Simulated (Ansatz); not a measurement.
# Cobalt, omega (AlB2-type) under revPBE: ground state and equation of state

What does revPBE give for cobalt in the omega (AlB2-type) structure? We relax it, solve it on a dense k-mesh, then scale the cell to 7 volumes from 88 to 112 % of the relaxed one and try a fit of the equation of state. Spin polarisation is left out, though the real metal is magnetic, so this state lies above the ground state. The k-meshes are 9×9×13 for the relaxation; 12×12×17 for the dense run; 10×10×15 for the volumes.

Computed with Ansatz 0.2.0 (DFT revPBE, plane waves (420 eV) with PAW, scalar-relativistic; PBE-made PAW files, unless a step says otherwise).

**1. The structure to begin with**

It takes space group P6/mmm (No. 191, hexagonal). Conventional cell: a = 3.970 Å, b = 3.970 Å, c = 2.434 Å, α = 90.00°, β = 90.00°, γ = 120.00°. Co (site symmetry 6/mmm) is surrounded by 14 Co at 2.43 to 2.60 Å. Co (site symmetry -6m2) has 11 Co at 2.29 to 2.60 Å as nearest neighbours.

Coordinates:

```cif
data_structure
_symmetry_space_group_name_H-M 'P 1'
_symmetry_Int_Tables_number 1
_cell_length_a 3.9701
_cell_length_b 3.9701
_cell_length_c 2.4337
_cell_angle_alpha 90.000
_cell_angle_beta 90.000
_cell_angle_gamma 120.000
_cell_volume 33.22
loop_
_atom_site_label
_atom_site_type_symbol
_atom_site_fract_x
_atom_site_fract_y
_atom_site_fract_z
_atom_site_occupancy
Co1 Co 0.00000 0.00000 0.00000 1
Co2 Co 0.33333 0.66667 0.50000 1
Co3 Co 0.66667 0.33333 0.50000 1
```

**2. Relaxation of the cell**

input.yaml reads:

```yaml
crystal:
  lattice:
    - [3.9701439143, 0.0, 0.0]
    - [-1.9850719572, 3.4382454865, 0.0]
    - [0.0, 0.0, 2.4336982195]
  atoms:
    - { symbol: Co, position: [0.0, 0.0, 0.0] }
    - { symbol: Co, position: [0.3333333333, 0.6666666667, 0.5] }
    - { symbol: Co, position: [0.6666666667, 0.3333333333, 0.5] }
hamiltonian:
  xc: revpbe
  pseudopotentials:
    kind: paw
    azcp:
      Co: "pseudopotentials/Co.paw.azcp"
basis:
  ecutwfc: 420
  fft_grid_basis: typed
kpoints:
  mp_grid: { grid: [9, 9, 13], shift: [0, 0, 0] }
magnetization:
  spin_polarized: false
scf:
  occupations: { method: fermi_dirac, width: 0.1 }
relax:
  max_steps: 60
  f_tol: 0.01
  cell: {}
```

Standard output, cut to the lines that bear on the results:

```text
Warning: RAYON_NUM_THREADS=2 ignored (pool sized by the plan → 2); use --threads N
[...]
Pseudopotentials: kind: paw
Pseudopotential: Co, paw, valence charge 17, recommended cutoff 420 eV (normal), <dir>
Functional definition: revPBE
[...]
Crystal: 3 atoms, lattice volume = 33.221 Å³
Basis set: ecut = 420 eV, 669 PW (Γ), exchange–correlation on 54×54×36 points (8 copies of the dense FFT grid, shifted against one another)
Bands: 31, of which v1, the nominal top of the filled ones, is band 26 counted from 1 (25 counted from 0)
Symmetry: 24 space group operations
Space group: P6/mmm (ITA 191), of the structure as read, at distance tolerance 3.2e-5 Å
k-points: 84 of 1053
[...]
SCF iter   1: F=—  HF=-15387.864442 eV  |F-HF|=—  |Δ(HF+E_count)|=         —  Δρ=1.99e-2  dr2=1.20e-1  ethr=1.77e-3  ⟨swp⟩=4.3  Hψ=8242  notcnv=0
[...]
relax step   1: F+E_penalty+E_count = -15387.86319083 eV  Δ(F+E_penalty+E_count) = +0.000e0 eV  max|allowed force component| = 6.785e-17 eV/Å  Δτ_max = 0.0000 Å  P = -6.038 GPa  Ω = 33.221 Å³  (8 SCF iters, dr2 threshold 1.00e-7 eV, accepted)
[...]
relax step   4: F+E_penalty+E_count = -15387.88231010 eV  Δ(F+E_penalty+E_count) = +1.099e-5 eV  max|allowed force component| = 3.701e-17 eV/Å  Δτ_max = 0.0000 Å  P = -0.003 GPa  Ω = 32.280 Å³  energy of the carried Pulay correction = +8.871e-4 eV  (6 SCF iters, dr2 threshold 5.96e-8 eV, accepted)
[...]
relax step   5: F+E_penalty+E_count = -15387.88148130 eV  Δ(F+E_penalty+E_count) = +8.288e-4 eV  max|allowed force component| = 1.696e-17 eV/Å  Δτ_max = 0.0000 Å  P = -0.012 GPa  Ω = 32.280 Å³  stress off target by 1.29e-2 GPa  SCF on the basis re-selected at this cell (its energy is not [...]
SCF converged after 6 iterations
Free energy (F): -15387.881481 eV
[...]
E sigma→0 (E₀):  -15387.729470 eV
Entropy (-TS):   -0.304023 eV (-101.341 meV/atom)
Fermi energy:    18.893592 eV
[...]
--- Forces (eV/Å), atoms counted from 1 ---
  atom   1  Co     0.00000000     0.00000000     0.00000000
  atom   2  Co     0.00000000    -0.00000000     0.00000000
  atom   3  Co    -0.00000000     0.00000000     0.00000000
[...]
--- Stress (GPa, compression-positive) ---
       -0.012915      -0.000000       0.000000
       -0.000000      -0.012915       0.000000
        0.000000       0.000000      -0.009272
  P = ⅓ Tr σ = -0.0117 GPa (-0.117 kbar)
--- Relaxed structure (4 steps of the walk, 4 accepted, 1 SCFs on fresh bases) ---
  F+E_penalty+E_count = -15387.88148130 eV   max|allowed force component| = 1.696e-17 eV/Å   (the final SCF, on the basis selected at the relaxed cell)
  cell:  # Å, volume = 32.2800 Å³
    - [3.9319555098495287, 2.8589810693307756e-11, 0.0]
    - [-1.9659777549495239, 3.4051733580655914, 0.0]
    - [0.0, 0.0, 2.410937999611788]
  atoms:
    - { symbol: Co, position: [9.765639952950325e-35, 7.235258567961649e-35, 0.0] }
    - { symbol: Co, position: [0.33333333333333337, 0.6666666666666665, 0.49999999999999994] }
    - { symbol: Co, position: [0.6666666666666665, 0.3333333333333333, 0.49999999999999994] }
```

It took 7 s on 2 threads of Intel Xeon 6975P-C (Granite Rapids), shared host; peak memory 0.5 GiB.

Relaxation path:

```csv
step,energy change (meV/atom),largest force (eV/Å),pressure (GPa),volume (Å³/atom)
1,0.00,0.0000,-6.04,11.074
2,-5.10,0.0000,-2.70,10.894
3,-6.38,0.0000,0.15,10.753
4,-6.37,0.0000,0.00,10.760
5,-6.10,0.0000,-0.01,10.760
```

Steps that repeat a cell are solved on a basis chosen anew, so their changes of energy are no gain of the relaxation.

The cell of the run, before and after:

|  | before | after | change |
| --- | --- | --- | --- |
| a (Å) | 3.970 | 3.932 | -1.0 % |
| b (Å) | 3.970 | 3.932 | -1.0 % |
| c (Å) | 2.434 | 2.411 | -0.9 % |
| volume (Å³/atom) | 11.074 | 10.760 | -2.8 % |
| shortest distance (Å) | 2.292 | 2.270 | -1.0 % |
| space group (spins left aside) | P6/mmm | P6/mmm | same |

**3. Single point on a dense mesh**

input.yaml reads:

```yaml
crystal:
  lattice:
    - [3.9319555098, 0.0, 0.0]
    - [-1.9659777549, 3.4051733581, 0.0]
    - [0.0, 0.0, 2.4109379996]
  atoms:
    - { symbol: Co, position: [0.0, 0.0, 0.0] }
    - { symbol: Co, position: [0.3333333333, 0.6666666667, 0.5] }
    - { symbol: Co, position: [0.6666666667, 0.3333333333, 0.5] }
hamiltonian:
  xc: revpbe
  pseudopotentials:
    kind: paw
    azcp:
      Co: "pseudopotentials/Co.paw.azcp"
basis:
  ecutwfc: 420
  fft_grid_basis: typed
kpoints:
  mp_grid: { grid: [12, 12, 17], shift: [0, 0, 0] }
magnetization:
  spin_polarized: false
scf:
  occupations: { method: fermi_dirac, width: 0.1 }
output:
  write_density: true
  write_potential: true
  elf: true
  volumetric_format: npy
```

Standard output, cut to the lines that bear on the results:

```text
Warning: RAYON_NUM_THREADS=2 ignored (pool sized by the plan → 2); use --threads N
[...]
Pseudopotentials: kind: paw
Pseudopotential: Co, paw, valence charge 17, recommended cutoff 420 eV (normal), <dir>
Functional definition: revPBE
[...]
Crystal: 3 atoms, lattice volume = 32.280 Å³
Basis set: ecut = 420 eV, 621 PW (Γ)
Bands: 31, of which v1, the nominal top of the filled ones, is band 26 counted from 1 (25 counted from 0)
Symmetry: 24 space group operations
Space group: P6/mmm (ITA 191), of the structure as read, at distance tolerance 3.2e-5 Å
k-points: 171 of 2448
[...]
SCF iter   1: F=—  HF=-15387.883348 eV  |F-HF|=—  |Δ(HF+E_count)|=         —  Δρ=2.26e-2  dr2=1.50e-1  ethr=1.77e-3  ⟨swp⟩=4.3  Hψ=16750  notcnv=0
[...]
SCF iter   8: F=-15387.881103 eV  HF=-15387.881103 eV  |F-HF|=2.18e-9  |Δ(HF+E_count)|=   2.17e-8  Δρ=7.08e-6  dr2=6.42e-9  ethr=1.96e-10  ⟨swp⟩=2.1  Hψ=10621  notcnv=0
[...]
SCF converged after 8 iterations
Free energy (F): -15387.881103 eV
[...]
E sigma→0 (E₀):  -15387.728371 eV
Entropy (-TS):   -0.305465 eV (-101.822 meV/atom)
Fermi energy:    18.893667 eV
[...]
--- Band table (eV; the first three rows and the last of 171) ---
[...]
```

Wall time 2.7 s (2 threads of Intel Xeon 6975P-C (Granite Rapids), shared host); peak memory 0.52 GiB.

Density in a lattice plane of the grid's cell (edges 3.93 and 3.93 Å, at 0.500 of the third edge), which holds Co.

Ten even steps from '0' (0.27 e/Å³) to '9' (46.15 e/Å³):
```
000000000000000000000000
000000000000000000000000
000000000000000000000000
000000001111000000000000
000000024442000000000000
000001268852000000000000
000002499731000000000000
000012465310000000000000
000001221100000000000000
000000000000000000000000
000000000000000112210000
000000000000001356421000
000000000000013799420000
000000000000025886210000
000000000000024442000000
000000000000011110000000
000000000000000000000000
000000000000000000000000
000000000000000000000000
000000000000000000000000
```
Columns run along the first of these edges and rows up along the second, over one cell in 24 and 20 even steps from the bottom left corner. Atoms in the plane (fractional): Co at (0.33, 0.67), Co at (0.67, 0.33).

ELF in the same plane.

Ten even steps from '0' (0.14) to '9' (0.98):
```
111122211000000112221111
111221000000000011221111
122110001122100001221111
221100024565210001222222
221001368986310012222222
210013799986200012211112
110026999984100111000001
110136999752001100000001
110135776310111000000001
110113331101110113331101
110000000011101367753101
110000000110025799963101
110000011100148999962001
221111221000268999731001
222222221001368986310012
222222210001256542000112
111112210000122110001122
111112211000000000012211
111112221100000011222111
111112222111111122221111
```
Columns run along the first of these edges and rows up along the second, over one cell in 24 and 20 even steps from the bottom left corner. Atoms in the plane (fractional): Co at (0.33, 0.67), Co at (0.67, 0.33).

Both are smooth fields of the valence electrons: close to the nuclei they are not physical.

**4. At 88 % of the relaxed volume**

input.yaml reads:

```yaml
crystal:
  lattice:
    - [3.7679299414, 0.0, 0.0]
    - [-1.8839649707, 3.2631230489, 0.0]
    - [0.0, 0.0, 2.3103632411]
  atoms:
    - { symbol: Co, position: [0.0, 0.0, 0.0] }
    - { symbol: Co, position: [0.3333333333, 0.6666666667, 0.5] }
    - { symbol: Co, position: [0.6666666667, 0.3333333333, 0.5] }
hamiltonian:
  xc: revpbe
  pseudopotentials:
    kind: paw
    azcp:
      Co: "pseudopotentials/Co.paw.azcp"
basis:
  ecutwfc: 420
  fft_grid_basis: typed
kpoints:
  mp_grid: { grid: [10, 10, 15], shift: [0, 0, 0] }
magnetization:
  spin_polarized: false
scf:
  occupations: { method: fermi_dirac, width: 0.1 }
  lower_state_search: "off"
output:
  stress: true
```

Standard output, cut to the lines that bear on the results:

```text
Warning: RAYON_NUM_THREADS=2 ignored (pool sized by the plan → 2); use --threads N
[...]
Pseudopotentials: kind: paw
Pseudopotential: Co, paw, valence charge 17, recommended cutoff 420 eV (normal), <dir>
Functional definition: revPBE
[...]
Crystal: 3 atoms, lattice volume = 28.406 Å³
Basis set: ecut = 420 eV, 547 PW (Γ)
Bands: 31, of which v1, the nominal top of the filled ones, is band 26 counted from 1 (25 counted from 0)
Symmetry: 24 space group operations
Space group: P6/mmm (ITA 191), of the structure as read, at distance tolerance 3.1e-5 Å
k-points: 112 of 1500
[...]
SCF iter   1: F=—  HF=-15387.478640 eV  |F-HF|=—  |Δ(HF+E_count)|=         —  Δρ=4.30e-2  dr2=4.71e-1  ethr=1.77e-3  ⟨swp⟩=4.5  Hψ=11049  notcnv=0
[...]
SCF iter   8: F=-15387.464711 eV  HF=-15387.464711 eV  |F-HF|=7.11e-10  |Δ(HF+E_count)|=   2.01e-8  Δρ=5.79e-6  dr2=3.11e-9  ethr=1.96e-10  ⟨swp⟩=3.0  Hψ=12801  notcnv=0
[...]
SCF converged after 8 iterations
Free energy (F): -15387.464711 eV
[...]
E sigma→0 (E₀):  -15387.335361 eV
Entropy (-TS):   -0.258700 eV (-86.233 meV/atom)
Fermi energy:    22.086155 eV
[...]
--- Stress (GPa, compression-positive) ---
       39.645201       0.000000       0.000000
        0.000000      39.645201       0.000000
        0.000000       0.000000      37.606029
  P = ⅓ Tr σ = 38.9655 GPa (389.655 kbar)
```

Wall time 1.5 s (2 threads of Intel Xeon 6975P-C (Granite Rapids), shared host); peak memory 0.48 GiB.

[end of part 1 of 2]
